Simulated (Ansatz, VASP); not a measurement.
**GaN: VASP beside Ansatz**

```
Ga N
1.0
     0.00000    2.14083    2.14083
     2.14083    0.00000    2.14083
     2.14083    2.14083    0.00000
Ga N
1 1
Direct
  0.00000 0.00000 0.00000
  0.75000 0.75000 0.75000
```

Change from the starting cell: strain -0.050 along x and y, -0.050 along z, atoms carried along.

Alike in both runs: task single point; functional LDA; k mesh 10 × 10 × 10; occupations gaussian, width 0.05 eV; no spin polarisation.

|  | VASP | Ansatz |
| --- | --- | --- |
| version | VASP 6.6.1 | Ansatz 0.2.0 |
| potentials or method | VASP PAW LDA potentials, release 64 (Ga_d, N) | scalar-relativistic, plane waves, PAW |
| plane-wave cutoff (eV) | 520 | 420 |
| valence electrons in the cell | 18 | 18 |

|  | VASP | Ansatz | Ansatz less VASP |
| --- | --- | --- | --- |
| gap on the k mesh at the Fermi level (eV) | 2.74 | 2.73 | -0.015 |
| least direct gap on the mesh (eV) | 2.74 | 2.73 | -0.015 |
| pressure (GPa) | 33.0 | 31.3 | -1.70 |

Caveats: so large a pressure means that the cell lies far from this level's equilibrium, or that cutoff or potentials fall short (VASP).
